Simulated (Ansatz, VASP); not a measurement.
**InP in VASP and in Ansatz**

```xyz
4
Lattice="3.8533 0.0000 0.0000 -1.9266 3.3370 0.0000 0.0000 0.0000 6.5534" Properties=species:S:1:pos:R:3 pbc="T T T"
In    0.0000    0.0000    0.0000
In    0.0000    0.0000    3.2767
P     0.0000    2.2247    1.6384
P     1.9266    1.1123    4.9151
```

Alike in both runs: task single point; functional r2SCAN; k mesh 6 × 6 × 4; occupations fermi-dirac, width 0.02 eV; no spin polarisation.

|  | VASP | Ansatz |
| --- | --- | --- |
| version | VASP 6.6.1 | Ansatz 0.2.0 |
| potentials or method | VASP PAW PBE potentials, release 64 (In_d, P) | plane waves |
| plane-wave cutoff (eV) | 520 | 500 |
| valence electrons in the cell | 36 | 36 |

Ansatz gave:

- pressure (GPa): -0.1
- largest component of the traceless stress (GPa): 0.19

Question: Which values does VASP return?

Answer: Pressure (GPa): 0.0; largest component of the traceless stress (GPa): 0.19.

Caveats: the PAW data sets were made with another functional, which shifts forces and pressure a little (VASP).
